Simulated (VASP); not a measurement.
# Input and output of a VASP PBE single-point calculation on CdS (strained wurtzite)

INCAR

```
EDIFF = 1E-7
ENCUT = 520
NSW = 0
LASPH = .TRUE.
LWAVE = .FALSE.
PREC = Accurate
ISMEAR = -1
NBANDS = 26
GGA = PE
ISIF = 2
IBRION = -1
NELM = 120
LCHARG = .FALSE.
LREAL = .FALSE.
SIGMA = 0.02
```

KPOINTS

```
KPOINTS created by Atomic Simulation Environment
0
Gamma
12 12 4
0 0 0
```

KPOINTS_OPT

```
special points
6
Reciprocal
0.0000000000 0.0000000000 0.0000000000 1
0.5000000000 0.0000000000 0.0000000000 1
0.3333333333 0.3333333333 0.0000000000 1
0.0000000000 0.0000000000 0.5000000000 1
0.5000000000 0.0000000000 0.5000000000 1
0.3333333333 0.3333333333 0.5000000000 1
```

POSCAR

```
Cd S
 1.0000000000000000
     4.1646012827280252    0.0000000000288675    0.0000000000000000
    -2.0823006413890126    3.6066505074612953    0.0000000000000000
     0.0000000000000000    0.0000000000000000    6.4953700703999999
 Cd  S
   2   2
Cartesian
 -0.0000000000166667  2.4044336716504855 -0.0416473677374328
  2.0823006413556788  1.2022168358396765  3.2060376674625668
 -0.0000000000166667  2.4044336716504855  2.4774111441374327
  2.0823006413556788  1.2022168358396765  5.7250961793374318
```

VASP ran with the recommended PBE PAW datasets (36 valence electrons in the cell).

Command

```
mpirun -np 1 vasp_std
```

OSZICAR

```
N       E                     dE             d eps       ncg     rms          rms(c)
DAV:   1     0.253949137498E+03    0.25395E+03   -0.17779E+04  2964   0.128E+03
DAV:   2     0.801300987797E+00   -0.25315E+03   -0.24398E+03  3232   0.323E+02
DAV:   3    -0.131297884453E+02   -0.13931E+02   -0.13853E+02  3562   0.761E+01
DAV:   4    -0.132741740456E+02   -0.14439E+00   -0.14427E+00  3424   0.748E+00
DAV:   5    -0.132763610894E+02   -0.21870E-02   -0.21869E-02  3490   0.916E-01    0.119E+01
DAV:   6    -0.122163118831E+02    0.10600E+01   -0.18749E+00  3920   0.145E+01    0.930E+00
DAV:   7    -0.121967290172E+02    0.19583E-01   -0.78873E-01  3104   0.474E+00    0.401E+00
DAV:   8    -0.121921637795E+02    0.45652E-02   -0.99983E-02  3202   0.318E+00    0.603E-01
DAV:   9    -0.121910347732E+02    0.11290E-02   -0.16048E-02  3240   0.162E+00    0.181E-01
DAV:  10    -0.121911678359E+02   -0.13306E-03   -0.13454E-03  3200   0.394E-01    0.114E-01
DAV:  11    -0.121913028791E+02   -0.13504E-03   -0.29356E-04  3310   0.120E-01    0.872E-02
DAV:  12    -0.121913115948E+02   -0.87156E-05   -0.16254E-04  3134   0.102E-01    0.178E-02
DAV:  13    -0.121913204883E+02   -0.88936E-05   -0.23391E-05  3188   0.285E-02    0.507E-03
DAV:  14    -0.121913208529E+02   -0.36460E-06   -0.28083E-06  3370   0.148E-02    0.607E-03
DAV:  15    -0.121913206638E+02    0.18915E-06   -0.68586E-07  3232   0.495E-03    0.490E-03
DAV:  16    -0.121913207488E+02   -0.84974E-07   -0.21049E-08  2192   0.710E-04
   1 F= -.12191321E+02 E0= -.12191321E+02  d E =-.123192E-11
       N       E                     dE             ncg
DAV:   1     0.421475007676E+04   -0.40407E+04      312
DAV:   2     0.273496134367E+04   -0.14798E+04      340
DAV:   3     0.265921537561E+04   -0.75746E+02      374
DAV:   4     0.265839561393E+04   -0.81976E+00      370
DAV:   5     0.265838385549E+04   -0.11758E-01      374
DAV:   6     0.265838359983E+04   -0.25566E-03      354
DAV:   7     0.265838359230E+04   -0.75249E-05      380
DAV:   8     0.265838359206E+04   -0.24266E-06      354
DAV:   9     0.265838359205E+04   -0.72182E-08      246
```

From OUTCAR

```
k-points           NKPTS =     57   k-points in BZ     NKDIM =     57   number of bands    NBANDS=     26

   NELECT =      36.0000    total number of electrons

   dimension x,y,z NGX =    32 NGY =   32 NGZ =   48
   dimension x,y,z NGXF=    64 NGYF=   64 NGZF=   96

  energy-cutoff  :      520.00
  volume of cell :       97.56
      direct lattice vectors                 reciprocal lattice vectors
     4.164601283  0.000000000  0.000000000     0.240119025  0.138632784  0.000000000
    -2.082300641  3.606650507  0.000000000    -0.000000000  0.277265568  0.000000000
     0.000000000  0.000000000  6.495370070     0.000000000  0.000000000  0.153955816

 k-points in reciprocal lattice and weights: KPOINTS created by Atomic Simulation Env
   0.00000000  0.00000000  0.00000000       0.002
   0.08333333  0.00000000  0.00000000       0.010
   0.16666667  0.00000000  0.00000000       0.010
   0.25000000  0.00000000  0.00000000       0.010
   0.33333333  0.00000000  0.00000000       0.010
   0.41666667  0.00000000  0.00000000       0.010
   0.50000000  0.00000000  0.00000000       0.005
   0.08333333  0.08333333  0.00000000       0.010
   ...

 E-fermi :   1.8985

 k-point     1 :       0.0000    0.0000    0.0000
  band No.  band energies     occupation
      1     -11.0154      2.00000
      2     -10.5400      2.00000
      3      -6.3074      2.00000
      4      -6.3074      2.00000
      5      -6.2696      2.00000
      6      -6.2254      2.00000
      7      -6.2254      2.00000
      8      -5.8703      2.00000
      9      -5.8703      2.00000
     10      -5.7564      2.00000
     11      -5.7564      2.00000
     12      -5.3358      2.00000
     13      -2.8991      2.00000
     14       0.5849      2.00000
     15       0.5849      2.00000
     16       1.4092      2.00000
     17       1.4092      2.00000
     18       1.4699      2.00000
     19       2.7373      0.00000
     20       3.9585      0.00000
     21       7.7541      0.00000
     22       7.7541      0.00000
     23       8.7022      0.00000
     24       8.9348      0.00000
     25       8.9348      0.00000
     26       9.5142      0.00000

 k-point     2 :       0.0833    0.0000    0.0000
  band No.  band energies     occupation
      1     -10.9900      2.00000
      2     -10.5295      2.00000
      3      -6.2990      2.00000
      4      -6.2957      2.00000
      5      -6.2523      2.00000
      6      -6.2134      2.00000
      7      -6.2101      2.00000
      8      -5.8758      2.00000
      9      -5.8712      2.00000
     10      -5.7684      2.00000
     11      -5.7540      2.00000
     12      -5.3210      2.00000
     13      -2.8490      2.00000
     14       0.2753      2.00000
     15       0.4896      2.00000
     16       0.9631      2.00000
     17       1.3558      2.00000
     18       1.4163      2.00000
     19       3.1775      0.00000
     20       4.2587      0.00000
     21       7.5206      0.00000
     22       7.8822      0.00000
     23       8.7214      0.00000
     24       8.8532      0.00000
     25       9.0956      0.00000
     26       9.3891      0.00000

 k-point     3 :       0.1667    0.0000    0.0000
  band No.  band energies     occupation
      1     -10.9190      2.00000
      2     -10.5021      2.00000
      3      -6.2713      2.00000
      4      -6.2650      2.00000
      5      -6.2043      2.00000
      6      -6.1746      2.00000
      7      -6.1677      2.00000
      8      -5.8907      2.00000
      9      -5.8706      2.00000
     10      -5.7954      2.00000
     11      -5.7478      2.00000
     12      -5.2833      2.00000
     13      -2.7124      2.00000
     14      -0.4032      2.00000
     15       0.2054      2.00000
     16       0.2464      2.00000
     17       1.2069      2.00000
     18       1.2554      2.00000
     19       3.9031      0.00000
     20       4.8503      0.00000
     21       7.1422      0.00000
     22       8.1993      0.00000
     23       8.3428      0.00000
     24       9.1126      0.00000
     25       9.1248      0.00000
     26       9.5408      0.00000

 k-point     4 :       0.2500    0.0000    0.0000
  band No.  band energies     occupation
      1     -10.8177      2.00000
      2     -10.4683      2.00000
      3      -6.2377      2.00000
      4      -6.2275      2.00000
      5      -6.1244      2.00000
      6      -6.1089      2.00000
      7      -6.1003      2.00000
      8      -5.9087      2.00000
      9      -5.8616      2.00000
     10      -5.8198      2.00000
     11      -5.7397      2.00000
     12      -5.2359      2.00000
     13      -2.5476      2.00000
     14      -1.1013      2.00000
     15      -0.5519      2.00000
     16      -0.0565      2.00000
     17       0.9942      2.00000
     18       1.0025      2.00000
     19       4.5565      0.00000
     20       5.2255      0.00000
     21       7.0142      0.00000
     22       7.9447      0.00000
     23       8.5051      0.00000
     24       9.0169      0.00000
     25       9.4869      0.00000
     26      10.1837      0.00000

 k-point     5 :       0.3333    0.0000    0.0000
  band No.  band energies     occupation
      1     -10.7089      2.00000
      2     -10.4416      2.00000
      3      -6.2143      2.00000
      4      -6.1967      2.00000
      5      -6.0552      2.00000
      6      -6.0498      2.00000
      7      -5.9758      2.00000
      8      -5.9149      2.00000
      9      -5.8408      2.00000
     10      -5.8094      2.00000
     11      -5.7313      2.00000
     12      -5.2022      2.00000
     13      -2.5195      2.00000
     14      -1.5693      2.00000
     15      -1.1605      2.00000
     16      -0.3362      2.00000
     17       0.6636      2.00000
     18       0.8007      2.00000
     19       4.9986      0.00000
     20       5.2478      0.00000
     21       6.9846      0.00000
     22       7.8066      0.00000
     23       8.6236      0.00000
     24       9.3398      0.00000
     25       9.8027      0.00000
     26      10.6263      0.00000

 k-point     6 :       0.4167    0.0000    0.0000
  band No.  band energies     occupation
      1     -10.6197      2.00000
      2     -10.4314      2.00000
      3      -6.2030      2.00000
      4      -6.1794      2.00000
      5      -6.0072      2.00000
      6      -6.0027      2.00000
      7      -5.9512      2.00000
      8      -5.8943      2.00000
      9      -5.8167      2.00000
     10      -5.7243      2.00000
     11      -5.6513      2.00000
     12      -5.2350      2.00000
     13      -2.6774      2.00000
     14      -1.9435      2.00000
     15      -1.2806      2.00000
     16      -0.5307      2.00000
     17       0.3425      2.00000
     18       0.6553      2.00000
     19       5.1514      0.00000
     20       5.2283      0.00000
     21       6.8159      0.00000
     22       8.0068      0.00000
     23       8.6195      0.00000
     24       9.6197      0.00000
     25      10.1310      0.00000
     26      11.1216      0.00000

 k-point     7 :       0.5000    0.0000    0.0000
  band No.  band energies     occupation
      1     -10.5825      2.00000
      2     -10.4323      2.00000
      3      -6.2002      2.00000
      4      -6.1742      2.00000
      5      -5.9920      2.00000
      6      -5.9708      2.00000
      7      -5.9667      2.00000
      8      -5.8911      2.00000
      9      -5.8058      2.00000
     10      -5.7214      2.00000
     11      -5.4775      2.00000
     12      -5.3356      2.00000
     13      -2.7470      2.00000
     14      -2.1458      2.00000
     15      -1.2117      2.00000
     16      -0.6002      2.00000
     17       0.1921      2.00000
     18       0.6025      2.00000
     19       5.1304      0.00000
     20       5.2689      0.00000
     21       6.7330      0.00000
     22       8.1462      0.00000
     23       8.6060      0.00000
     24       9.7058      0.00000
     25      10.1872      0.00000
     26      11.5077      0.00000

 k-point     8 :       0.0833    0.0833    0.0000
  band No.  band energies     occupation
      1     -10.9417      2.00000
      2     -10.5106      2.00000
      3      -6.2799      2.00000
      4      -6.2749      2.00000
      5      -6.2196      2.00000
      6      -6.1913      2.00000
      7      -6.1783      2.00000
      8      -5.8846      2.00000
      9      -5.8728      2.00000
     10      -5.7876      2.00000
     11      -5.7498      2.00000
     12      -5.2949      2.00000
     13      -2.7554      2.00000
     14      -0.1701      2.00000
     15       0.2072      2.00000
     16       0.5013      2.00000
     17       1.2289      2.00000
     18       1.3111      2.00000
     19       3.7176      0.00000
     20       4.7127      0.00000
     21       7.2381      0.00000
     22       7.9949      0.00000
     23       8.6163      0.00000
     24       8.8383      0.00000
     25       9.2574      0.00000
     26       9.4639      0.00000

 ...

  Total        2.3101149      2.3101149      3.3282476      0.0000000      0.0000000      0.0000000
  in kB       37.9369814     37.9369814     54.6568772      0.0000000      0.0000000      0.0000000
  external PRESSURE =      43.5102800 kB  Pullay stress =       0.0000000 kB

 POSITION                                       TOTAL-FORCE (eV/Angst)
 -----------------------------------------------------------------------------------
     -0.00000      2.40443      6.45372         0.000000      0.000000      0.001805
      2.08230      1.20222      3.20604         0.000000      0.000000      0.001805
     -0.00000      2.40443      2.47741        -0.000000      0.000000     -0.001805
      2.08230      1.20222      5.72510         0.000000     -0.000000     -0.001805
 -----------------------------------------------------------------------------------
    total drift:                               -0.000000     -0.000000     -0.000001

  FREE ENERGIE OF THE ION-ELECTRON SYSTEM (eV)
  ---------------------------------------------------
  free  energy   TOTEN  =       -12.1913207488 eV

  energy  without entropy=      -12.1913207488  energy(sigma->0) =      -12.19132075
```

```yaml
gap_between_bands_v_and_c: 1.27 eV
least_direct_gap: 1.27 eV
pressure: 4.4 GPa
```

Band v is the last that the valence electrons fill when counted band by band, and c is the next.

The run took about 2 min on one core of a shared host (Intel Xeon Platinum 8488C) and held 0.32 GiB at most.
